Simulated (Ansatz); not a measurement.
Runs of Ansatz 0.2.0 on Si2W. It takes space group I4/mmm (No. 139, tetragonal). The conventional cell has a = 3.214 Å, b = 3.214 Å, c = 7.830 Å, α = 90.00°, β = 90.00°, γ = 90.00°. Around W (site symmetry 4/mmm) lie 10 Si at 2.62 Å. Around Si (site symmetry 4mm) lie 5 Si at 2.59 to 2.63 Å and 5 W at 2.62 Å. 

```tsv
task	level	U	k mesh	points for each segment of the path	hubbard projectors	double counting	mesh quality	gap on the mesh (eV)	pressure (GPa)	largest force (eV/Å)
projected density of states	PBEsol	-	7 × 7 × 7	-	-	-	coarse	none	-2.0	0.01
band structure	PBE+U	W d U = 8 eV	12 × 12 × 12	14	ortho-atomic (the default)	fll (the default)	not flagged	none	2.9	0.48
projected density of states	LDA	-	7 × 7 × 7	-	-	-	coarse	none	(c)	(a)
projected density of states	RPBE	-	7 × 7 × 7	-	-	-	coarse	none	6.1	(b)
projected density of states	PBE	-	7 × 7 × 7	-	-	-	coarse	none	3.3	0.04
```

Alike in all rows: potentials or basis Ansatz PAW; no spin polarisation; cell as given; cutoff (eV) 420; smearing fermi-dirac 0.05 eV.

Question: Estimate the missing entries.

Answer: (a) 0.09; (b) 0.08; (c) -5.8.

Caveats: some runs use coarse meshes; the density of states is complete only up to the lowest level of the last band computed (some runs); the PAW data sets come from PBE, with cores solved anew for the run's functional, which leaves a small shift of forces and pressure (some runs); spin-orbit coupling is left out, which moves the levels of the heavy elements (some runs); U without spin polarisation on a metal has little footing (some runs); the U is typed as a test and isn't derived for this compound (some runs).

A k mesh can miss the band edges, and the runs leave out spin-orbit coupling on W.

A gap of «none» marks a metal or a gap under the smearing width.
